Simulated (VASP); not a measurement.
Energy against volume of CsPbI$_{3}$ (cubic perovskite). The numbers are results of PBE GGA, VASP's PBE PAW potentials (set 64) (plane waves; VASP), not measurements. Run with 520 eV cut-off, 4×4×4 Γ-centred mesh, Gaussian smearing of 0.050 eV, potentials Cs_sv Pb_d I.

```csv
V (Å³/atom),E (eV/atom)
49.790,-2.79783
51.330,-2.80417
52.869,-2.80571
54.409,-2.80317
```

### Question
Fit these four points and predict the energy of the run at 48.250 Å³/atom.

### Answer
A cubic in V^(−2/3), the third-order Birch-Murnaghan form, passes through the four points with V0 = 52.64 Å³/atom and B0 = 15 GPa, and gives -2.7858 eV/atom there. The run gave -2.7858 eV/atom, +0.0 meV/atom from the fit; all five points give B0 = 15 GPa.

The compound is CsPbI3 in the cubic perovskite structure, the ideal cubic form; the compound distorts at low or room temperature. It was relaxed first, which changed the volume by +6 %.
